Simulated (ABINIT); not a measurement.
# PbSe (Clausthalite) (Fm-3m) in ABINIT: settings compared

Aim: see how the results for PbSe (Clausthalite) move with the level of theory and the settings. Levels: LDA, RPBE. Tasks: band structure.

Program: ABINIT 10.8.3 (patched build). These are calculated values, not measurements. Logs are shortened: lines on timing, memory, paths and dates and some standing lists are left out, and cuts for length are marked. The log counts tension as positive stress, the text compression.

**The experiment to reproduce.**

From a printed reference work, monograph, for a bulk crystal of PbSe: band gap 0.28 eV (direct) at 300 K; band gap 0.15 eV (direct) at 4.2 K.

How close the calculation comes is told below.

### 1 Starting point

Symmetry: Fm-3m, No. 225, cubic system. The conventional cell has a = 6.121 Å, b = 6.121 Å, c = 6.121 Å, α = 90.00°, β = 90.00°, γ = 90.00°. Around Pb (site symmetry m-3m) lie 6 Se at 3.06 Å. Se (site symmetry m-3m) has 6 Pb at 3.06 Å as nearest neighbours.

### 2 Band structure, LDA

Contents of run.abi:

```
# Datasets: ground state, then fixed potential
ndtset 2

# Pseudopotentials
pp_dirpath "./"
pseudos "Pb.LDA_PW-JTH_sp.xml, Se.LDA_PW-JTH.xml"

# Structure
acell 4.3284127397 4.3284127397 4.3284127397 Angstrom
rprim
     0.0000000000     0.7071067812     0.7071067812
     0.7071067812     0.0000000000     0.7071067812
     0.7071067812     0.7071067812     0.0000000000
ntypat 2
znucl 82 34
natom 2
typat 1 2
xred
     0.0000000000     0.0000000000     0.0000000000
     0.5000000000     0.5000000000     0.5000000000

# Plane-wave basis
ecut 15.0
pawecutdg 30.0

# Exchange and correlation
ixc 7

# Bands and occupations
occopt 3
tsmear 0.05 eV

# SCF cycle
nstep 100

# Output
iomode 3
prtwf 0
prteig 0
prtebands 0
enunit 2
prtden1 1
prtvha1 1
prtvclmb1 1
prtpot1 1

# Dataset 1
kptopt1 1
ngkpt1 8 8 8
nshiftk1 1
shiftk1 0.0 0.0 0.0
nband1 9
tolvrs1 1.0e-9

# Dataset 2: bands along G-X-W-K-G-L-U-W-L-K
iscf2 -2
getden2 1
nband2 13
nbdbuf2 2
tolwfr2 1.0e-12
kptopt2 -9
ndivsm2 5
prteig2 1
prtvol2 -3
kptbounds2
     0.0000000000     0.0000000000     0.0000000000
     0.5000000000     0.0000000000     0.5000000000
     0.5000000000     0.2500000000     0.7500000000
     0.3750000000     0.3750000000     0.7500000000
     0.0000000000     0.0000000000     0.0000000000
     0.5000000000     0.5000000000     0.5000000000
     0.6250000000     0.2500000000     0.6250000000
     0.5000000000     0.2500000000     0.7500000000
     0.5000000000     0.5000000000     0.5000000000
     0.3750000000     0.3750000000     0.7500000000
```

Potentials or basis: JTH PAW LDA v2.0 sp.

Started as:

```console
abinit run.abi > log 2>&1
```

run.abo:

```text
.Version 10.8.3 of ABINIT
 DATASET    1 : space group Fm -3 m (#225); Bravais cF (face-center cubic)
================================================================================
 Values of the parameters that define the memory need for DATASET  1.
     intxc =       0    ionmov =       0      iscf =      17    lmnmax =      13
     lnmax =       5     mgfft =      30  mpssoang =       3    mqgrid =    3001
     natom =       2  nloc_mem =       2    nspden =       1   nspinor =       1
    nsppol =       1      nsym =      48    n1xccc =       1    ntypat =       2
    occopt =       3   xclevel =       1
       mpw =        1084          nfft =       27000          nkpt =          29
 PAW method is used; the additional fine FFT grid is defined by:
   mgfftf=        45    nfftf =     91125
================================================================================
================================================================================

 DATASET    2 : space group Fm -3 m (#225); Bravais cF (face-center cubic)
================================================================================
 Values of the parameters that define the memory need for DATASET  2.
     intxc =       0    ionmov =       0      iscf =      -2    lmnmax =      13
     lnmax =       5     mgfft =      30  mpssoang =       3    mqgrid =    3001
     natom =       2  nloc_mem =       2    nspden =       1   nspinor =       1
    nsppol =       1      nsym =      48    n1xccc =       1    ntypat =       2
    occopt =       3   xclevel =       1
       mpw =        1089          nfft =       27000          nkpt =          87
 PAW method is used; the additional fine FFT grid is defined by:
   mgfftf=        45    nfftf =     91125
================================================================================
================================================================================

--------------------------------------------------------------------------------
------------- Echo of variables that govern the present computation ------------
--------------------------------------------------------------------------------
 -outvars: echo values of preprocessed input variables --------
            acell      8.1795146379E+00  8.1795146379E+00  8.1795146379E+00 Bohr
              amu      2.07200000E+02  7.89600000E+01
             ecut      1.50000000E+01 Hartree
           enunit           2
           getden1          0
           getden2          1
             iscf1         17
             iscf2         -2
              ixc           7
           jdtset        1    2
           kptopt1          1
           kptopt2         -9
         kptrlatt        8    0    0      0    8    0      0    0    8
          kptrlen1     6.54361171E+01
          kptrlen2     3.00000000E+01
            natom           2
            nband1          9
            nband2         13
           nbdbuf1          0
           nbdbuf2          2
           ndtset           2
           ndivsm1          0
           ndivsm2          5
            ngfft          30      30      30
          ngfftdg          45      45      45
             nkpt1         29
             nkpt2         87
            nstep         100
             nsym          48
           ntypat           2
           occopt           3
        pawecutdg      3.00000000E+01 Hartree
        prtebands           0
           prteig1          0
           prteig2          1
           prtpot1          1
           prtpot2          0
         prtvclmb1          1
         prtvclmb2          0
           prtvha1          1
           prtvha2          0
           prtvol1          0
           prtvol2         -3
            prtwf           0
            rprim      0.0000000000E+00  7.0710678120E-01  7.0710678120E-01
                       7.0710678120E-01  0.0000000000E+00  7.0710678120E-01
                       7.0710678120E-01  7.0710678120E-01  0.0000000000E+00
           shiftk1     0.00000000E+00  0.00000000E+00  0.00000000E+00
[... 33 lines left out ...]
 kpt#   6, nband= 13, wtk=  1.00000, kpt=  0.1786  0.0000  0.1786 (reduced coord)
  -0.49095   -0.26552   -0.08449   -0.08449   -0.03108    0.06488    0.16479    0.16479
[... 229 lines left out ...]
 kpt#  83, nband= 13, wtk=  1.00000, kpt=  0.4306  0.4306  0.6389 (reduced coord)
  -0.45821   -0.31812   -0.12775   -0.07916   -0.05877    0.07073    0.09733    0.14967
   0.25683    0.31123    0.33184    0.37156    0.37668
 kpt#  84, nband= 13, wtk=  1.00000, kpt=  0.4167  0.4167  0.6667 (reduced coord)
  -0.45674   -0.31387   -0.14308   -0.08571   -0.06865    0.08613    0.10960    0.16719
   0.24343    0.31556    0.33174    0.36775    0.37490
 kpt#  85, nband= 13, wtk=  1.00000, kpt=  0.4028  0.4028  0.6944 (reduced coord)
  -0.45542   -0.30948   -0.15578   -0.09171   -0.07725    0.10012    0.12158    0.18088
   0.23017    0.32368    0.33339    0.36356    0.37267
 kpt#  86, nband= 13, wtk=  1.00000, kpt=  0.3889  0.3889  0.7222 (reduced coord)
  -0.45443   -0.30529   -0.16513   -0.09695   -0.08459    0.11201    0.13278    0.19083
   0.21776    0.33312    0.33686    0.35993    0.36988
 kpt#  87, nband= 13, wtk=  1.00000, kpt=  0.3750  0.3750  0.7500 (reduced coord)
  -0.45399   -0.30163   -0.17051   -0.10130   -0.09071    0.12130    0.14283    0.19715
   0.20679    0.34059    0.34190    0.35858    0.36643
 Eigenvalues (   eV  ) for nkpt=  87  k points:
 kpt#   1, nband= 13, wtk=  1.00000, kpt=  0.0000  0.0000  0.0000 (reduced coord)
 -13.67296   -6.50030   -1.85123   -1.85123   -1.85123    4.58401    4.58401    4.58401
   6.23418    6.23418    6.23418    7.99652    7.99655
 kpt#   2, nband= 13, wtk=  1.00000, kpt=  0.0357  0.0000  0.0357 (reduced coord)
 -13.65976   -6.54400   -1.87212   -1.87212   -1.77343    4.29907    4.56042    4.56042
   6.13471    6.32190    6.32190    8.00713    8.07578
 kpt#   3, nband= 13, wtk=  1.00000, kpt=  0.0714  0.0000  0.0714 (reduced coord)
 -13.62046   -6.66434   -1.93315   -1.93315   -1.55688    3.64081    4.50941    4.50941
   5.89076    6.56244    6.56244    8.03877    8.14558
 kpt#   4, nband= 13, wtk=  1.00000, kpt=  0.1071  0.0000  0.1071 (reduced coord)
 -13.55603   -6.83587   -2.02964   -2.02964   -1.25115    2.87459    4.46621    4.46621
   5.58605    6.91188    6.91188    8.09074    8.23662
 kpt#   5, nband= 13, wtk=  1.00000, kpt=  0.1429  0.0000  0.1429 (reduced coord)
 -13.46817   -7.03061   -2.15452   -2.15452   -0.95146    2.17938    4.45458    4.45458
   5.26954    7.33227    7.33227    8.16190    8.36071
 kpt#   6, nband= 13, wtk=  1.00000, kpt=  0.1786  0.0000  0.1786 (reduced coord)
 -13.35942   -7.22524   -2.29921   -2.29921   -0.84569    1.76545    4.48422    4.48422
[... 230 lines left out ...]
 -12.46854   -8.65635   -3.47617   -2.15396   -1.59917    1.92471    2.64835    4.07262
   6.98867    8.46906    9.02985   10.11056   10.24997
 kpt#  84, nband= 13, wtk=  1.00000, kpt=  0.4167  0.4167  0.6667 (reduced coord)
 -12.42858   -8.54097   -3.89328   -2.33222   -1.86819    2.34382    2.98232    4.54960
   6.62398    8.58674    9.02719   10.00692   10.20155
 kpt#  85, nband= 13, wtk=  1.00000, kpt=  0.4028  0.4028  0.6944 (reduced coord)
 -12.39252   -8.42148   -4.23897   -2.49544   -2.10199    2.72444    3.30847    4.92192
   6.26329    8.80790    9.07214    9.89298   10.14074
 kpt#  86, nband= 13, wtk=  1.00000, kpt=  0.3889  0.3889  0.7222 (reduced coord)
 -12.36570   -8.30734   -4.49342   -2.63810   -2.30170    3.04787    3.61324    5.19278
   5.92549    9.06469    9.16649    9.79412   10.06492
 kpt#  87, nband= 13, wtk=  1.00000, kpt=  0.3750  0.3750  0.7500 (reduced coord)
 -12.35362   -8.20770   -4.63972   -2.75658   -2.46824    3.30083    3.88669    5.36485
   5.62715    9.26788    9.30367    9.75742    9.97116

== END DATASET(S) ==============================================================
================================================================================

 -outvars: echo values of variables after computation  --------
            acell      8.1795146379E+00  8.1795146379E+00  8.1795146379E+00 Bohr
           etotal1    -1.3489532827E+01
            fcart1    -0.0000000000E+00 -0.0000000000E+00 -0.0000000000E+00
                      -0.0000000000E+00 -0.0000000000E+00 -0.0000000000E+00
            rprim      0.0000000000E+00  7.0710678120E-01  7.0710678120E-01
                       7.0710678120E-01  0.0000000000E+00  7.0710678120E-01
                       7.0710678120E-01  7.0710678120E-01  0.0000000000E+00
           strten1     7.0432201905E-05  7.0432201905E-05  7.0432201905E-05
                       0.0000000000E+00  0.0000000000E+00  0.0000000000E+00
           xangst      0.0000000000E+00  0.0000000000E+00  0.0000000000E+00
                       3.0606500001E+00  3.0606500001E+00  3.0606500001E+00
             xred      0.0000000000E+00  0.0000000000E+00  0.0000000000E+00
                       5.0000000000E-01  5.0000000000E-01  5.0000000000E-01
 Calculation completed.
```

Run time: 23 s. Hardware: 1 thread of Arm Neoverse V2, shared host; peak memory 0.1 GiB.

Results:

```yaml
Free_energy: -367.0689 eV
Pressure: -2.1 GPa
Band_gap_on_the_k_mesh: 0.20 eV, direct
Band_gap_along_the_path: 0.20 eV, direct
Valence_electrons_inside_the_program's_atomic_spheres: Pb 2.55; Se 3.90
```

Levels at the corners of the path, in eV from the valence-band top:
```csv
point,band 3,band 4,band 5,band 6,band 7,band 8
Γ,-1.78,-1.78,-1.78,4.65,4.65,4.65
X,-4.98,-3.18,-3.18,3.64,5.57,5.57
W,-4.22,-4.22,-0.74,1.80,4.96,4.96
K,-4.57,-2.69,-2.40,3.37,3.96,5.44
Γ,-1.78,-1.78,-1.78,4.65,4.65,4.65
L,-1.42,-1.42,0.00,0.20,1.63,1.63
U,-4.57,-2.69,-2.40,3.37,3.96,5.44
W,-4.22,-4.22,-0.74,1.80,4.96,4.96
L,-1.42,-1.42,0.00,0.20,1.63,1.63
K,-4.57,-2.69,-2.40,3.37,3.96,5.44
```

Caveat: spin-orbit coupling is left out, which as a rule narrows the gap of such compounds by several tenths of an eV; this set keeps more shells in the core, which shifts pressures and gaps.

### 3 Band structure, RPBE

Edit run.abi of step 2 so:

```diff
@@ -5,10 +5,10 @@
 pp_dirpath "./"
-pseudos "Pb.LDA_PW-JTH_sp.xml, Se.LDA_PW-JTH.xml"
+pseudos "Pb.GGA_PBE-JTH_sp.xml, Se.GGA_PBE-JTH.xml"
 
 # Structure
-acell 4.3284127397 4.3284127397 4.3284127397 Angstrom
+acell 3*1.0
 rprim
-     0.0000000000     0.7071067812     0.7071067812
-     0.7071067812     0.0000000000     0.7071067812
-     0.7071067812     0.7071067812     0.0000000000
+     0.0000000000     5.7837902633     5.7837902633
+     5.7837902633     0.0000000000     5.7837902633
+     5.7837902633     5.7837902633     0.0000000000
 ntypat 2
@@ -22,3 +22,3 @@
 # Plane-wave basis
-ecut 15.0
+ecut 408.170794 eV
 pawecutdg 30.0
@@ -26,3 +26,3 @@
 # Exchange and correlation
-ixc 7
+ixc 15
 
@@ -40,7 +40,3 @@
 prtebands 0
-enunit 2
 prtden1 1
-prtvha1 1
-prtvclmb1 1
-prtpot1 1
```

Potentials or basis: JTH PAW PBE v2.0 sp.

Started as:

```console
abinit run.abi > log 2>&1
```

It took 26 s on 1 thread of Arm Neoverse V2, shared host; peak memory 0.12 GiB.

It converged, with:

```
Free energy                                           : -360.3391 eV
Pressure                                              : 4.2 GPa
Band gap on the k mesh                                : 0.40 eV, direct
Band gap along the path                               : 0.40 eV, direct
Valence electrons inside the program's atomic spheres : Pb 2.52; Se 3.92
```

Levels at the corners of the path, in eV from the valence-band top:
| point | band 2 | band 3 | band 4 | band 5 | band 6 | band 7 | band 8 | band 9 |
| --- | --- | --- | --- | --- | --- | --- | --- | --- |
| Γ | -6.28 | -1.83 | -1.83 | -1.83 | 4.79 | 4.79 | 4.79 | 6.28 |
| X | -7.39 | -4.95 | -3.20 | -3.20 | 3.75 | 5.69 | 5.69 | 6.15 |
| W | -8.02 | -4.20 | -4.20 | -0.79 | 1.94 | 5.06 | 5.06 | 7.49 |
| K | -8.04 | -4.55 | -2.71 | -2.38 | 3.48 | 4.04 | 5.55 | 5.78 |
| Γ | -6.28 | -1.83 | -1.83 | -1.83 | 4.79 | 4.79 | 4.79 | 6.28 |
| L | -8.80 | -1.48 | -1.48 | 0.00 | 0.40 | 1.74 | 1.74 | 8.07 |
| U | -8.04 | -4.55 | -2.71 | -2.38 | 3.48 | 4.04 | 5.55 | 5.78 |
| W | -8.02 | -4.20 | -4.20 | -0.79 | 1.94 | 5.06 | 5.06 | 7.49 |
| L | -8.80 | -1.48 | -1.48 | 0.00 | 0.40 | 1.74 | 1.74 | 8.07 |
| K | -8.04 | -4.55 | -2.71 | -2.38 | 3.48 | 4.04 | 5.55 | 5.78 |

Caveat: the PAW data sets were made with another functional, which shifts forces and pressure a little; spin-orbit coupling is left out, which as a rule narrows the gap of such compounds by several tenths of an eV; this set keeps more shells in the core, which shifts pressures and gaps.

### 4 Band structure, LDA

Edit run.abi of step 3 so:

```diff
@@ -5,10 +5,10 @@
 pp_dirpath "./"
-pseudos "Pb.GGA_PBE-JTH_sp.xml, Se.GGA_PBE-JTH.xml"
+pseudos "Pb.LDA_PW-JTH.xml, Se.LDA_PW-JTH.xml"
 
 # Structure
-acell 3*1.0
+acell 8.1795146323 8.1795146323 8.1795146323
 rprim
-     0.0000000000     5.7837902633     5.7837902633
-     5.7837902633     0.0000000000     5.7837902633
-     5.7837902633     5.7837902633     0.0000000000
+     0.0000000000     0.7071067812     0.7071067812
+     0.7071067812     0.0000000000     0.7071067812
+     0.7071067812     0.7071067812     0.0000000000
 ntypat 2
@@ -22,7 +22,7 @@
 # Plane-wave basis
-ecut 408.170794 eV
-pawecutdg 30.0
+ecut 17.0
+pawecutdg 34.0
 
 # Exchange and correlation
-ixc 15
+ixc 7
 
@@ -30,3 +30,3 @@
 occopt 3
-tsmear 0.05 eV
+tsmear 0.00183747
 
@@ -40,2 +40,3 @@
 prtebands 0
+enunit 1
 prtden1 1
@@ -47,3 +48,3 @@
 shiftk1 0.0 0.0 0.0
-nband1 9
+nband1 14
 tolvrs1 1.0e-9
@@ -53,3 +54,3 @@
 getden2 1
-nband2 13
+nband2 18
 nbdbuf2 2
@@ -57,3 +58,3 @@
 kptopt2 -9
-ndivsm2 5
+ndivsm2 8
 prteig2 1
```

Potentials or basis: JTH PAW LDA v2.0.

Started as:

```console
abinit run.abi > log 2>&1
```

Run time: 81 s. Hardware: 1 thread of Arm Neoverse V2, shared host; peak memory 0.14 GiB.

It converged, with:

```
Free energy                                           : -1934.9337 eV
Band gap on the k mesh                                : 0.18 eV, direct
Valence electrons inside the program's atomic spheres : Pb 11.32; Se 3.90
```

Levels at the corners of the path, in eV from the valence-band top:
| point | band 6 | band 7 | band 8 | band 9 | band 10 | band 11 | band 12 | band 13 | band 14 | band 15 |
| --- | --- | --- | --- | --- | --- | --- | --- | --- | --- | --- |
| Γ | -13.61 | -6.43 | -1.84 | -1.84 | -1.84 | 4.63 | 4.63 | 4.63 | 6.55 | 6.55 |
| X | -12.17 | -7.50 | -4.98 | -3.21 | -3.21 | 3.68 | 5.53 | 5.53 | 5.96 | 11.51 |
| W | -12.14 | -8.11 | -4.22 | -4.22 | -0.75 | 1.80 | 4.90 | 4.90 | 7.70 | 7.70 |
| K | -12.18 | -8.13 | -4.57 | -2.70 | -2.40 | 3.33 | 3.96 | 5.37 | 5.80 | 10.19 |
| Γ | -13.61 | -6.43 | -1.84 | -1.84 | -1.84 | 4.63 | 4.63 | 4.63 | 6.55 | 6.55 |
| L | -12.54 | -8.88 | -1.40 | -1.40 | 0.00 | 0.18 | 1.62 | 1.62 | 8.48 | 10.15 |
| U | -12.18 | -8.13 | -4.57 | -2.70 | -2.40 | 3.33 | 3.96 | 5.37 | 5.80 | 10.19 |
| W | -12.14 | -8.11 | -4.22 | -4.22 | -0.75 | 1.80 | 4.90 | 4.90 | 7.70 | 7.70 |
| L | -12.54 | -8.88 | -1.40 | -1.40 | 0.00 | 0.18 | 1.62 | 1.62 | 8.48 | 10.15 |
| K | -12.18 | -8.13 | -4.57 | -2.70 | -2.40 | 3.33 | 3.96 | 5.37 | 5.80 | 10.19 |

Caveat: the cutoff is too short for stress, so the log's stress isn't used; spin-orbit coupling is left out, which as a rule narrows the gap of such compounds by several tenths of an eV.

### 5 The runs side by side

```tsv
level	potentials or basis	cutoff (eV)	fine-grid cutoff	gap on the mesh (eV)	pressure (GPa)
LDA	JTH PAW LDA v2.0 sp	408	816.342 eV	0.20	-2.1
RPBE	JTH PAW PBE v2.0 sp	408	816.342 eV	0.40	4.2
LDA	JTH PAW LDA v2.0	463	925.187 eV	0.18	-
```

Alike in all rows: task band structure; no spin polarisation; cell as given; k mesh 8 × 8 × 8; smearing fermi-dirac 0.05 eV.

Caveats: spin-orbit coupling is left out, which as a rule narrows the gap of such compounds by several tenths of an eV; this set keeps more shells in the core, which shifts pressures and gaps (some runs); the PAW data sets were made with another functional, which shifts forces and pressure a little (some runs).

Total energies depend on the potentials used, so only differences within one code and one set of settings carry meaning.

### 6 Comparison with measurements

Step 2. Measured gap of PbSe: 0.28 eV (direct; 300 K; a printed reference work, monograph). This calculation gives 0.20 eV (-0.08 eV). 2 values of this kind are on record (0.15 to 0.28 eV); this one was drawn at random. Spin-orbit coupling on Pb, Se is left out. The value is that of LDA, without temperature or zero-point motion. Semilocal functionals fall short of measured gaps as a rule.

Step 3. Measured gap of PbSe: 0.15 eV (direct; 4.2 K; a printed reference work, monograph). This calculation gives 0.40 eV (+0.25 eV). 2 values of this kind are on record (0.15 to 0.28 eV); this one was drawn at random. Spin-orbit coupling on Pb, Se is left out. The value is that of RPBE, without temperature or zero-point motion.

Step 4. A measured gap of PbSe is 0.28 eV (direct; 300 K; a printed reference work, monograph); the calculated 0.18 eV misses it by -0.10 eV. 2 values of this kind are on record (0.15 to 0.28 eV); this one was drawn at random. Spin-orbit coupling on Pb, Se is left out. The value is that of LDA on a finite k mesh, which can miss the band edges, without temperature or zero-point motion. Semilocal functionals fall short of measured gaps as a rule.
